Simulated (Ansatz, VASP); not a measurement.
This is a calculation of Tc for VASP 6.6.1. 

File INCAR:

```
  ALGO = Fast
  EDIFF = 1E-7
  ENCUT = 550
  ISIF = 2
  ISMEAR = 0
  LASPH = T
  LCHARG = T
  LELF = T
  LREAL = F
  LVHAR = T
  LWAVE = F
  NBANDS = 22
  NELM = 60
  PREC = Accurate
  SIGMA = 0.05
```

The input KPOINTS:

```
k-points
0
Gamma
  11 11 6
```

The input POSCAR:

```
Tc
1.0
    2.7400000000      0.0000000000      0.0000000000
   -1.3700000000      2.3729096064      0.0000000000
    0.0000000000      0.0000000000      4.3980000000
Tc
2
Direct
    0.6666666667      0.3333333333      0.7500000000
    0.3333333333      0.6666666667      0.2500000000
```

Potentials or basis: VASP PAW LDA potentials, release 64 (Tc_sv_GW).

Launch:

```sh
$ cat potpaw_LDA.64/Tc_sv_GW/POTCAR > POTCAR
$ mpirun -np 1 vasp_std > vasp.out
```

**Question.** Translate it to Ansatz 0.2.0. Potentials or basis there: Ansatz PAW (files of its older set among them), cutoff 500 eV.

**Answer.** As run (cutoffs and basis follow the program's own potentials, and thresholds, step limits or extra output files can differ):

Contents of input.yaml:

```yaml
crystal:
  lattice:
    - [2.74, 0.0, 0.0]
    - [-1.37, 2.3729096064, 0.0]
    - [0.0, 0.0, 4.398]
  atoms:
    - { symbol: Tc, position: [0.6666666667, 0.3333333333, 0.75] }
    - { symbol: Tc, position: [0.3333333333, 0.6666666667, 0.25] }
hamiltonian:
  xc: lda
  pseudopotentials: { kind: paw }
kpoints:
  mp_grid: { grid: [11, 11, 6] }
scf:
  occupations: { method: gaussian, width: 0.05 }
output:
  forces: true
  stress: true
  eigenvalues: true
```

Potentials or basis: Ansatz PAW earlier set.

Command:

```bash
$ ansatz run input.yaml --threads 1 --pin off --max-ram 3584MiB --backend cpu --events-out ev --progress --plain --runs-dir out
```

Both were run:

|  | VASP | Ansatz |
| --- | --- | --- |
| Pressure | -12.9 GPa | -11.9 GPa |

Ansatz's pressure holds a Pulay term of +0.07 GPa for its cutoff of 500 eV, which the other run lacks.

Ansatz's potentials were made for PBE.

Where Ansatz's input types no cutoff or centring, it takes its own default and a Γ-centred mesh.

The two programs' LDA may be different fits to the electron gas.

The cell lies far from this level's equilibrium.

Pressure is positive in compression.
